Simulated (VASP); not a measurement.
# Hf7S16 (a cell with a defect) in VASP: further runs

One crystal, Hf7S16 (a cell with a defect), is run at these levels: PBE+D3(BJ); tasks: single point.

Program: VASP 6.6.1. These are calculated values, not measurements. Logs are shortened: lines on timing, memory, paths and dates and some standing lists are left out, and cuts for length are marked.

### 1 The structure

The cell holds a defect, 23 atoms: a = 8.504 Å, b = 8.504 Å, c = 9.237 Å, α = 115.08°, β = 115.08°, γ = 94.54°.

### 2 Single point, PBE+D3(BJ) (Hf vacancy, atoms relaxed)

File INCAR:

```
SYSTEM = Hf7S16
  ALGO = Fast
  EDIFF = 1E-6
  ENCUT = 520
  GGA = PE
  ISIF = 2
  ISMEAR = 0
  IVDW = 12
  LASPH = .TRUE.
  LCHARG = .FALSE.
  LREAL = Auto
  LWAVE = .FALSE.
  NBANDS = 100
  NELECT = 170.0
  NELM = 100
  PREC = Accurate
  SIGMA = 0.05
```

File KPOINTS:

```
k-points
0
G
  4 4 4
  0 0 0
```

File POSCAR:

```
Hf7S16
1.0
   -5.4095179643      3.1231866529      5.7701087873
    5.4095179643     -3.1231866529      5.7701087873
    3.6063453096      6.2463733058     -5.7701087873
Hf S
7 16
Direct
    0.0000000000      0.0000000000      0.0000000000
    0.3816589141      0.8656887406      0.2440551138
    0.8623961997      0.3783663732      0.2440551138
    0.7437123191      0.7437123191      0.4874246382
    0.2562876809      0.2562876809      0.5125753618
    0.1376038003      0.6216336268      0.7559448862
    0.6183410859      0.1343112594      0.7559448862
    0.4160792131      0.5930693475      0.2619364602
    0.9194586403      0.0829681942      0.2496491933
    0.2910194341      0.9584174013      0.5009608151
    0.7900586190      0.4574565862      0.4990391849
    0.6698094469      0.8333190009      0.7503508067
    0.1541427529      0.3311328873      0.7380635398
    0.0397484799      0.7072966263      0.0000000000
    0.5478090360      0.1996856983      0.0000000000
    0.3301905531      0.1666809991      0.2496491933
    0.8458572471      0.6688671127      0.2619364602
    0.2099413810      0.5425434138      0.5009608151
    0.7089805659      0.0415825987      0.4990391849
    0.5839207869      0.4069306525      0.7380635398
    0.0805413597      0.9170318058      0.7503508067
    0.9602515201      0.2927033737      0.0000000000
    0.4521909640      0.8003143017      0.0000000000
```

Potentials or basis: VASP PAW PBE potentials, release 64 (Hf_pv, S).

The run is started by

```sh
$ cat potpaw_PBE.64/Hf_pv/POTCAR potpaw_PBE.64/S/POTCAR > POTCAR
$ mpirun -np 1 vasp_std > vasp.out
```

OUTCAR:

```text
SYSTEM = Hf7S16
   EDIFF = 1E-6
   ENCUT = 520
   GGA = PE
   ISIF = 2
   ISMEAR = 0
   IVDW = 12
   LASPH = .TRUE.
   LREAL = Auto
   NELECT = 170.0
   NELM = 100
   PREC = Accurate
 IVDW          = 12

 ion  position               nearest neighbor table
   1  0.000  0.000  0.000-   9 2.51  21 2.51  16 2.51  12 2.51  14 2.54  22 2.54   2 3.67   7 3.67
                             6 3.67   3 3.67   5 3.70   4 3.70
   2  0.382  0.866  0.244-   8 2.42  23 2.43  19 2.52  14 2.57  16 2.61  10 2.63   4 3.50   6 3.52
                             1 3.67   7 3.70   5 3.76
   3  0.862  0.378  0.244-  17 2.42  15 2.43  11 2.52  22 2.57   9 2.61  18 2.63   4 3.50   7 3.52
                             1 3.67   6 3.70   5 3.76
   4  0.744  0.744  0.487-   8 2.45  17 2.45  11 2.54  19 2.54  21 2.58  12 2.58   2 3.50   3 3.50
                             1 3.70   6 3.76   7 3.76
   5  0.256  0.256  0.513-  20 2.45  13 2.45  18 2.54  10 2.54   9 2.58  16 2.58   7 3.50   6 3.50
                             1 3.70   3 3.76   2 3.76
   6  0.138  0.622  0.756-  13 2.42  23 2.43  18 2.52  14 2.57  21 2.61  11 2.63   5 3.50   2 3.52
                             1 3.67   3 3.70   4 3.76
   7  0.618  0.134  0.756-  20 2.42  15 2.43  10 2.52  22 2.57  12 2.61  19 2.63   5 3.50   3 3.52
                             1 3.67   2 3.70   4 3.76
   8  0.416  0.593  0.262-   2 2.42   4 2.45
   9  0.919  0.083  0.250-   1 2.51   5 2.58   3 2.61
  10  0.291  0.958  0.501-   7 2.52   5 2.54   2 2.63
  11  0.790  0.457  0.499-   3 2.52   4 2.54   6 2.63
  12  0.670  0.833  0.750-   1 2.51   4 2.58   7 2.61
  13  0.154  0.331  0.738-   6 2.42   5 2.45
  14  0.040  0.707  0.000-   1 2.54   2 2.57   6 2.57
  15  0.548  0.200  0.000-   3 2.43   7 2.43
  16  0.330  0.167  0.250-   1 2.51   5 2.58   2 2.61
  17  0.846  0.669  0.262-   3 2.42   4 2.45
  18  0.210  0.543  0.501-   6 2.52   5 2.54   3 2.63
  19  0.709  0.042  0.499-   2 2.52   4 2.54   7 2.63
  20  0.584  0.407  0.738-   7 2.42   5 2.45
  21  0.081  0.917  0.750-   1 2.51   4 2.58   6 2.61
  22  0.960  0.293  0.000-   1 2.54   7 2.57   3 2.57
  23  0.452  0.800  0.000-   6 2.43   2 2.43

  LATTYP: Found a face centered orthorhombic cell.
 ALAT       =    11.5402175746
 B/A-ratio  =     1.0825399548
 C/A-ratio  =     1.2500094686

  Lattice vectors:

 A1 = (   9.0158632739,   3.1231866529,   0.0000000000)
 A2 = (   3.6063453096,   6.2463733058,   5.7701087873)
 A3 = (   5.4095179643,  -3.1231866529,   5.7701087873)

Analysis of symmetry for initial positions (statically):
=====================================================================
 Subroutine PRICEL returns:
 Original cell was already a primitive cell.

 Routine SETGRP: Setting up the symmetry group for a
 face centered orthorhombic supercell.

 Subroutine GETGRP returns: Found  4 space group operations
 (whereof  4 operations were pure point group operations)
 out of a pool of  8 trial point group operations.
[... 170 lines left out ...]
   EFERMI =   0.00;   METHOD = LEGACY
   ISMEAR =     0;   SIGMA  =   0.05  broadening in eV -4-tet -1-fermi 0-gaus
   EFERMI_NEDOS =   21; number of points for ismear=-14 and -15
   IALGO  =     68    algorithm
   IMIX   =      4    mixing-type and parameters
     AMIX     =   0.40;   BMIX     =  1.00
     AMIX_MAG =   1.60;   BMIX_MAG =  1.00
  volume/ion in A,a.u.               =      22.61       152.55
  Fermi-wavevector in a.u.,A,eV,Ry     =   1.127833  2.131295 17.306704  1.272007
  Thomas-Fermi vector in A             =   2.264521
   LORBIT       =      0    0 simple, 1 ext, 2 COOP (PROOUT), +10 PAW based schemes
   GGA     = PE    functional components
   LHFCALC =     F    Hartree Fock is set to
   AEXX    =    0.0000 exact exchange contribution
   IVDW    =    12    specifies the selected vdW correction
   LEPSILON=     F    determine dielectric tensor
   LRPA    =     F    only Hartree local field effects (RPA)
 non-spin polarized calculation
 RMM-DIIS sequential band-by-band and
 Gauss-broadening in eV      SIGMA  =   0.05
  energy-cutoff  :      520.00
  volume of cell :      519.92
 maximum number of plane-waves:     14042
   NGX = 31   NGY = 31   NGZ = 35

 number of electron     169.9999997 magnetization

 Free energy of the ion-electron system (eV)
  ---------------------------------------------------
  ext. energy  EPLUGINS =         0.00000000
  ---------------------------------------------------
  free energy    TOTEN  =      -152.00529014 eV

  energy without entropy =     -152.00529014  energy(sigma->0) =     -152.00529014

 E-fermi :   3.6492     XC(G=0):  -9.6917

 val. band max:        3.3422671675   @ k =  -0.0000   0.0000   0.2500
 cond. band min:       4.4191608354   @ k =  -0.0000   0.0000   0.5000
 fundamental gap:      1.0768936679
 Fermi energy:         3.6491833696

 k-point     1 :       0.0000    0.0000    0.0000
  band No.  band energies     occupation
      1     -27.6678      2.00000
      2     -27.6374      2.00000
      3     -27.6078      2.00000
      4     -27.4915      2.00000
      5     -27.4785      2.00000
      6     -27.4598      2.00000
[... 2389 lines left out ...]
     96       6.2854      0.00000
     97       6.3625      0.00000
 [bands above 97 left out]

------------------------ aborting loop because EDIFF is reached ----------------------------------------

 Edisp (eV)   -7.38830

 E8    (eV) :    -3.1515

  FORCE on cell =-STRESS in cart. coord.  units (eV):
  Direction    XX          YY          ZZ          XY          YZ          ZX
  --------------------------------------------------------------------------------------
  -------------------------------------------------------------------------------------
  Total      32.85449    32.77028    36.30987    -0.07293    -0.01944     0.03367
  in kB     101.24326   100.98376   111.89124    -0.22473    -0.05991     0.10377
  external pressure =      104.71 kB  Pullay stress =        0.00 kB

 VOLUME and BASIS-vectors are now :
 -----------------------------------------------------------------------------
  energy-cutoff  :      520.00
  volume of cell :      519.92
      direct lattice vectors                 reciprocal lattice vectors
    -5.409517964  3.123186653  5.770108787    -0.034661129  0.100058061  0.086653479
     5.409517964 -3.123186653  5.770108787     0.103983387  0.020011612  0.086653479
     3.606345310  6.246373306 -5.770108787     0.069322258  0.120069673  0.000000000

 POSITION                                       TOTAL-FORCE (eV/Angst)
 -----------------------------------------------------------------------------------
      0.00000      0.00000      0.00000         0.000000      0.000000     -0.000000
      3.49852      0.01274      5.78911        -0.011677      0.001902     -0.002232
     -1.73822      3.03617      5.75111         0.007486     -0.009161      0.002232
      1.75782      3.04464      5.77011        -0.001850     -0.003204     -0.000000
      1.84852      3.20174      0.00000         0.001850      0.003204     -0.000000
      5.34457      3.21020      0.01900        -0.007486      0.009161     -0.002232
[... 15 lines left out ...]
     -3.61111      2.08488      7.22969         0.002033     -0.001174     -0.057198
      1.88318     -1.08725      7.22709         0.028224     -0.016295     -0.047648
 -----------------------------------------------------------------------------------
    total drift:                               -0.000000      0.000000      0.000000

  FREE ENERGIE OF THE ION-ELECTRON SYSTEM (eV)
  ---------------------------------------------------
  free  energy   TOTEN  =      -159.3935938112 eV

  energy  without entropy=     -159.3935938112  energy(sigma->0) =     -159.39359381
```

It took 18 min on 1 thread of Intel Xeon 6975P-C (Granite Rapids), shared host; peak memory 1 GiB.

Results:

```yaml
Free_energy: -159.3936 eV
Largest_force: 0.061 eV/Å
Band_gap_on_the_k_mesh: 1.08 eV, indirect (least direct gap 1.21 eV)
Dispersion_energy_per_atom: -0.321 eV
```

Forces on the atoms (eV/Å):
```
Hf   0.000  0.000  0.000
Hf  -0.012  0.002 -0.002
Hf   0.007 -0.009  0.002
Hf  -0.002 -0.003  0.000
Hf   0.002  0.003  0.000
Hf  -0.007  0.009 -0.002
Hf   0.012 -0.002  0.002
S    0.028  0.013  0.053
S   -0.011 -0.002  0.055
S    0.001  0.004  0.054
S   -0.003 -0.003  0.054
S   -0.004  0.010  0.055
S    0.003 -0.031  0.053
S   -0.002  0.001  0.057
S   -0.028  0.016  0.048
S    0.004 -0.010 -0.055
S   -0.003  0.031 -0.053
S    0.003  0.003 -0.054
S   -0.001 -0.004 -0.054
S   -0.028 -0.013 -0.053
S    0.011  0.002 -0.055
S    0.002 -0.001 -0.057
S    0.028 -0.016 -0.048
```

Caveat: the cell carries a net charge on a neutralising background, which shifts energy and pressure; the cell is charged against a uniform background, so pressure and absolute levels hang on convention; spin-orbit coupling is left out, which moves the levels of the heavy elements.

### 3 Single point, PBE+D3(BJ)

File INCAR:

```
SYSTEM = Hf7S16
PREC     = Accurate       ! precision mode
ENCUT    = 520            ! plane-wave cutoff, eV
EDIFF    = 1E-7           ! SCF threshold, eV
ISMEAR   = 0              ! smearing method
SIGMA    = 0.05           ! smearing width, eV
LREAL    = Auto         
LASPH    = .TRUE.         ! aspherical terms in the spheres
NELM     = 100            ! most SCF steps
ALGO     = Fast           ! electronic algorithm
ISIF     = 2              ! what is computed and relaxed
LWAVE    = .FALSE.        ! write WAVECAR
LCHARG   = .FALSE.        ! write CHGCAR
GGA      = PE             ! functional
IVDW     = 12             ! dispersion correction
NELECT   = 170.0        
NBANDS   = 100            ! bands
```

File KPOINTS:

```
Automatic mesh
0
G
  4 4 4
  0 0 0
```

File POSCAR:

```
Hf7S16
1.0
   -5.4095179643      3.1231866529      5.7701087873
    5.4095179643     -3.1231866529      5.7701087873
    3.6063453096      6.2463733058     -5.7701087873
Hf S
7 16
Direct
    0.0063018335     -0.0016832874      0.0029724208
    0.4375000444      0.6875000785      0.1249999777
    0.8686980998      0.3766831866      0.2470275569
    0.7405543261      0.7485394470      0.4907398983
    0.2564732531      0.2484881322      0.5033152601
    0.1344457115      0.6264606247      0.7592600658
    0.6185267316      0.1265118184      0.7466848205
    0.4194441889      0.5838776050      0.2559682301
    0.9171035173      0.0826323739      0.2498245967
    0.2910493234      0.9632433490      0.5064487368
    0.7922586272      0.4577124681      0.4993441908
    0.6674340268      0.8328877530      0.7496949466
    0.1600811364      0.3322751529      0.7445122266
    0.0344455171      0.7067146322     -0.0059683292
    0.5463092374      0.2040024258      0.0001754017
    0.3286906941      0.1709975683      0.2498245967
    0.8405544263      0.6682852795      0.2559682301
    0.2075659711      0.5421121302      0.5003050059
    0.7149190058      0.0427249802      0.5054879217
    0.5839506335      0.4117566170      0.7435513132
    0.0827413766      0.9172876503      0.7506558600
    0.9578964423      0.2923675118      0.0001754017
    0.4555558757      0.7911225025     -0.0059683292
```

Potentials or basis: VASP PAW PBE potentials, release 64 (Hf_pv, S).

The run is started by

```sh
$ cat potpaw_PBE.64/Hf_pv/POTCAR potpaw_PBE.64/S/POTCAR > POTCAR
$ mpirun -np 1 vasp_std > vasp.out
```

Run time: 35 min. Hardware: 1 thread of Intel Xeon 6975P-C (Granite Rapids), shared host; peak memory 1.3 GiB.

It converged, with:

```yaml
Free_energy: -145.7431 eV
Largest_force: 23.626 eV/Å
Band_gap_on_the_k_mesh: 0.28 eV, indirect (least direct gap 0.41 eV)
Dispersion_energy_per_atom: -0.322 eV
```

Forces in eV/Å, atoms in the order of the input:
```
Hf    0.197   0.525   0.565
Hf    0.000   0.000   0.000
Hf   -0.197  -0.525  -0.565
Hf    0.127   2.029   0.239
Hf   -0.805   0.416   0.429
Hf   -0.127  -2.029  -0.239
Hf    0.805  -0.416  -0.429
S     0.087  13.992 -19.037
S     0.015  -0.015  -0.046
S     0.132   0.163   0.232
S     0.071   0.029   0.104
S    -0.191  -0.025  -0.010
S     1.089   0.751   0.361
S    -0.966   0.699   0.315
S    -0.105   0.451   0.268
S     0.105  -0.451  -0.268
S     0.966  -0.699  -0.315
S     0.191   0.025   0.010
S    -1.089  -0.751  -0.361
S    -0.132  -0.163  -0.232
S    -0.071  -0.029  -0.104
S    -0.015   0.015   0.046
S    -0.087 -13.992  19.037
```

Levels at points of the mesh, in eV from the valence-band top:
| k point | band 83 | band 84 | band 85 | band 86 | band 87 | band 88 |
| --- | --- | --- | --- | --- | --- | --- |
| (0.00, 0.00, 0.00) | -0.59 | -0.57 | 0.00 | 0.57 | 0.99 | 1.15 |
| (0.50, 0.00, 0.00) | -0.82 | -0.75 | -0.13 | 0.41 | 0.90 | 1.25 |
| (0.00, 0.50, 0.50) | -0.94 | -0.83 | -0.14 | 0.48 | 0.94 | 1.27 |
| (0.00, 0.50, 0.00) | -0.88 | -0.76 | -0.21 | 0.35 | 0.99 | 1.01 |
| (0.50, 0.00, 0.50) | -0.91 | -0.65 | -0.18 | 0.44 | 0.83 | 0.89 |
| (0.50, 0.50, 0.00) | -0.94 | -0.75 | -0.16 | 0.28 | 0.93 | 0.94 |
| (0.00, 0.00, 0.50) | -0.87 | -0.70 | -0.08 | 0.32 | 1.01 | 1.08 |
| (0.50, 0.50, 0.50) | -0.78 | -0.66 | -0.21 | 0.42 | 1.06 | 1.10 |

Caveat: the cell carries a net charge on a neutralising background, which shifts energy and pressure; the cell is charged against a uniform background, so pressure and absolute levels hang on convention; spin-orbit coupling is left out, which moves the levels of the heavy elements.
